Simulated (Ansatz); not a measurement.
## Co: pressure and energy change per atom against volume scale

Results calculated with Ansatz 0.2.0, not measured. Plane-wave DFT, scalar-relativistic PAW made under PBE with cores redone for the functional, no dispersion; the given relaxed cell is scaled uniformly, energy at zero smearing counts from the unscaled cell, pressure at the given Fermi-Dirac smearing is positive in compression.

The cell before it is scaled or strained (space group P6/mmm, No. 191):
```
cell vectors (Å)
   3.9630     0.0000     0.0000
  -1.9815     3.4321     0.0000
   0.0000     0.0000     2.4392
atoms (fractions of the cell vectors)
Co  1.00000  1.00000  0.00000
Co  0.33333  0.66667  0.50000
Co  0.66667  0.33333  0.50000
```

Settings of every row: spin polarised yes; functional PBE; wave cutoff 420 eV; smearing width 0.05 eV; k mesh 10x10x14.

Atom:
```
element  starting moment (Bohr magneton)
     Co                              1.7
     Co                             1.74
     Co                             1.74
```

Limits: search for a lower magnetic state is off; the cell comes from a prototype or a list of computed structures and needn't be the stable phase.

```
row  volume scale  V (Å³/atom)  pressure (GPa)  energy change per atom (meV)  largest site moment (Bohr magneton)
  1          0.88        9.732           35.44                        129.82                                 1.61
  2          0.92       10.174           20.87                         52.59                                 1.67
  3          0.96       10.617            9.14                         11.85                                 1.71
  4          1.04       11.501            -7.4                         10.79                                 1.77
  5          1.08       11.944               ?                             ?                                    ?
  6          1.12       12.386          -17.86                         83.01                                 1.83
```

Question: what pressure and energy change per atom should row 5 give?

Worked fit of pressure. Take u = (V_r/V)^(2/3) − 1 with V_r = 10.617 Å³ an atom, which is twice the finite (Eulerian) strain; such expansions in the strain, on which the Birch-Murnaghan equation of state is built, carry the rest volume and the bulk modulus. The shown rows have u = 0.05974, 0.02882, 0, -0.05192, -0.09764. Least squares give pressure = 9.237 + 376.53 × u + 1020.9 × u² GPa; a straight line predicts inner rows, each left out in turn, worse (root mean square 2.9 against 0.21 GPa). The rows lie off it by 0.07, -0.07, -0.10, 0.16, -0.07 (root mean square 0.1 GPa). The pressure vanishes at u = -0.0264, or V = 11.05 Å³ an atom, and there the bulk modulus at fixed shape and fractions is B = −V dP/dV = (2/3)(1 + u) dP/du = 209 GPa. Letting shape and atoms relax would as a rule lower it, by much in layered, chain or molecular crystals. The withheld row has u = -0.07551, so the fit gives 9.237 + 376.53 × (-0.07551) + 1020.9 × (-0.07551)² = -13.37 GPa.

The calculation gave -13.23 GPa. The fit lies 0.14 GPa (1.1 % of the value, 0.26 % of the column's range) below it; its largest miss of a shown row is 0.16 GPa.

Worked fit of energy change per atom. Take u = (V_r/V)^(2/3) − 1 with V_r = 10.617 Å³ an atom, which is twice the finite (Eulerian) strain; such expansions in the strain, on which the Birch-Murnaghan equation of state is built, carry the rest volume and the bulk modulus. The shown rows have u = 0.05974, 0.02882, 0, -0.05192, -0.09764. Least squares give energy change per atom = 12.278 + 937.24 × u + 17069.5 × u² meV; a straight line predicts inner rows, each left out in turn, worse (root mean square 48 against 1.5 meV). The rows lie off it by 0.63, -0.88, -0.43, 1.16, -0.49 (root mean square 0.77 meV). The withheld row has u = -0.07551, so the fit gives 12.278 + 937.24 × (-0.07551) + 17069.5 × (-0.07551)² = 38.83 meV.

The calculation gave 39.68 meV. The fit lies 0.85 meV (2.1 % of the value, 0.71 % of the column's range) below it; its largest miss of a shown row is 1.16 meV.

The other values of row 5: largest site moment 1.8 Bohr magneton.
